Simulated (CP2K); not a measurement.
Equation of state of PtAl under r2SCAN

```yaml
crystal:
  lattice:
    - [3.09155, 0.00000, 0.00000]
    - [0.00000, 3.09155, 0.00000]
    - [0.00000, 0.00000, 3.09155]
  atoms:
    - { symbol: Pt, position: [0.50000, 0.50000, 0.50000] }
    - { symbol: Al, position: [0.00000, 0.00000, 0.00000] }
```

Measurements of this composition are mostly on another form, of space group No. 198.

The cell was scaled at fixed shape and fractions and run with CP2K, POTENTIAL_UZH Pt GTH-SCAN-q18, Al GTH-SCAN-q3; TZVP-MOLOPT-SCAN-GTH basis; r2SCAN, k mesh 9 × 9 × 9 on the cell of 2 atoms, fermi-dirac occupations of 0.05 eV, no spin polarisation, no spin-orbit coupling. Energies are those that the program minimises, any entropy of the smearing included. For a metal such a mesh isn't converged to the digits shown.

```tsv
V (Å³/atom)	energy over the lowest row (meV/atom)
13.8875	17.24
14.1830	4.36
14.4785	0.00
14.7740	3.35
15.0694	13.05
15.3649	?
15.6604	49.71
```

Problem. Fit the third-order Birch-Murnaghan form, give V0, B0 and B′, and predict the energy left open.

Solution. With y = (V0/V)^(2/3), E = E0 + (9 V0 B0/16) [(y - 1)³ B′ + (y - 1)² (6 - 4y)]. Least squares through the rows shown give V0 = 14.4942 Å³/atom, E0 = 0.03 meV, B0 = 198.8 GPa (1 eV/Å³ = 160.218 GPa) and B′ = 5.16, with a largest miss of 0.10 meV, so B0 and B′ are loose. At V = 15.3649 the form with these constants gives 28.82 meV; the run gave 28.73 meV an atom.
